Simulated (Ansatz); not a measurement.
From barrier to diffusion: H in GaN

Level of theory: Ansatz 0.2.0, DFT PBE, scalar-relativistic, plane waves, PAW. (420 eV cutoff, 3×3×3 k-mesh, Gaussian smearing of 0.02 eV, no spin polarisation)

Host crystal, relaxed:

```
Ga N
1.0
     0.00000    2.27424    2.27424
     2.27424    0.00000    2.27424
     2.27424    2.27424    0.00000
Ga N
1 1
Direct
  0.00000 0.00000 0.00000
  0.75000 0.75000 0.75000
```

In a supercell of 16 host sites with charge +1, interstitial H hops to an equivalent place, moving 1.14 Å. Climbing-image nudged elastic band at fixed cell; the order of the saddle wasn't checked, and the small cell leaves errors of about a tenth of an eV. Zero-point motion and tunnelling, which matter for H, are left out.

```tsv
image	path (Å)	E − E(0) (eV)
0	0.00	0.000
1	0.42	0.159
2	0.85	0.850
3	1.27	0.159
4	1.70	0.000
```

Problem. What are the barriers forward and back, and what attempt frequency does the shape suggest?

Solution. Forward 0.85 eV, back 0.85 eV, the ends being level. For a sinusoidal profile E_b sin²(πx/l), with the H atom alone moving, ν = (1/l)√(E_b/2m) = 5.6×10¹³ s⁻¹, within an order of magnitude of the customary 10¹³ s⁻¹; a true prefactor needs the vibrations at the minimum and at the saddle.

Problem. With ν = 10¹³ s⁻¹, give the forward jump rate along this one path, the wait 1/k for that jump, the diffusivity D ≈ l²k and the distance √(Dt) covered in an hour at 300, 600 and 1000 K, taking the host as solid throughout.

Solution. k = ν exp(−E_b/k_BT):
```
T (K) k (1/s) wait (s) D (cm²/s)  √(Dt) in 1 h (nm)
  300    0.053        19  6.9×10⁻¹⁸                1.6
  600  7.3×10⁵  1.4×10⁻⁶  9.5×10⁻¹¹               5836
 1000  5.2×10⁸  1.9×10⁻⁹   6.8×10⁻⁸            1.6×10⁵
```

D = l²k holds for six equivalent jumps in three dimensions (z l²k/6) and is a scale otherwise. Long-range transport needs a connected net of such jumps, and traps slow it. D is that of an interstitial already there. An error of 0.1 eV in the barrier changes k by a factor of 48 at 300 K and 3.2 at 1000 K.

Cost: 1 run of about 5.2 core-minutes, on Intel Xeon 6975P-C (Granite Rapids) (shared hosts).